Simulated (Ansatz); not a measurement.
# NaH: band gap under strain

Aim: follow the gap of NaH built on the rocksalt prototype through these states: +5.0 % shear in the xy plane; +5.0 % equal strain in all directions; +3.0 % biaxial strain in x and y, free along z. The table at the end shows which levels were run.

Program: Ansatz 0.2.0. PAW datasets, plane waves. (Simulation; spin polarisation is off.)

## (1) The structure to begin with

The unstrained cell was relaxed with r2SCAN; in each strained cell the atoms were relaxed again with r2SCAN. Names of k-points are those of the unstrained zone, where strain can split equivalent points. First state: +5.0 % shear in the xy plane.

Space group Immm (No. 71), orthorhombic; a = 3.306 Å, b = 3.475 Å, c = 4.795 Å in the conventional setting, 13.77 Å³ an atom. Na has 6 H at 2.40 Å; H has 6 Na at 2.40 Å.

Coordinates:

```
CELL_PARAMETERS angstrom
0.05994 2.39751 2.39751
2.39751 0.05994 2.39751
2.45745 2.45745 0.00000
ATOMIC_POSITIONS crystal
Na 0.00000 0.00000 0.00000
H 0.50000 0.50000 0.50000
```

From earlier runs on the unstrained cell: PBE 3.80 eV, r2SCAN 4.40 eV, HSE06 4.85 eV, G0W0 6.05 eV (on its mesh); a = 4.795 Å.

## (2) +5.0 % shear in the xy plane: PBE

File input.yaml:

```yaml
crystal:
  lattice:
    - [0.0599378072, 2.3975122873, 2.3975122873]
    - [2.3975122873, 0.0599378072, 2.3975122873]
    - [2.4574500944, 2.4574500944, -1.0e-10]
  atoms:
    - { symbol: Na, position: [0.0, 0.0, 0.0] }
    - { symbol: H, position: [0.5, 0.5, 0.5] }
kpoints:
  mp_grid: { grid: [10, 10, 10] }
  band_path:
    path:
      - [0.0, 0.0, 0.0]
      - [0.5, 0.0, 0.5]
      - [0.625, 0.25, 0.625]
      - [0.375, 0.375, 0.75]
      - [0.5, 0.5, 0.5]
      - [0.5, 0.25, 0.75]
      - [0.25, -0.479167, -0.229167]
      - [0.0, 0.0, 0.5]
    npoints: 1
hamiltonian:
  xc: pbe
scf:
  occupations: { method: fermi_dirac, width: 0.02 }
  n_extra_bands: 4
output:
  forces: true
  stress: true
  eigenvalues: true
```

On the command line:

```
$ ansatz run input.yaml --threads 4 --pin off --max-ram 4608MiB --backend cpu --events-out ev --progress --plain --runs-dir out
```

After this run come: +5.0 % shear in the xy plane: r2SCAN; +5.0 % shear in the xy plane: HSE06; +5.0 % shear in the xy plane: G0W0@PBE; +5.0 % equal strain in all directions: PBE; +5.0 % equal strain in all directions: r2SCAN; +5.0 % equal strain in all directions: HSE06; +5.0 % equal strain in all directions: G0W0@PBE; +3.0 % biaxial strain in x and y, free along z: PBE; +3.0 % biaxial strain in x and y, free along z: r2SCAN; +3.0 % biaxial strain in x and y, free along z: HSE06; +3.0 % biaxial strain in x and y, free along z: G0W0@PBE.

Q: Predict the outcome of this session.

As calculated:

Least gap in eV (negative: overlap), with the change from the unstrained cell in brackets. G0W0 is on its own coarse mesh.

```
                                         state  volume change (%)           PBE        r2SCAN         HSE06          G0W0
                  +5.0 % shear in the xy plane               -0.1  3.64 (-0.16)  4.24 (-0.16)  4.69 (-0.16)  5.89 (-0.16)
         +5.0 % equal strain in all directions              +15.8  3.56 (-0.24)  4.15 (-0.25)  4.56 (-0.29)  5.70 (-0.35)
+3.0 % biaxial strain in x and y, free along z               +4.5  3.70 (-0.10)  4.29 (-0.11)  4.73 (-0.12)  5.87 (-0.18)
```

**Reading.** With HSE06, of the states in the table +5.0 % equal strain in all directions shifts the gap most, by -0.286 eV. PBE and HSE06 differ by 1.05 eV on the unstrained gap, and by at most 0.05 eV on its change: PBE follows the response to strain far better than the gap itself. G0W0 values are finite-basis, finite-mesh values.
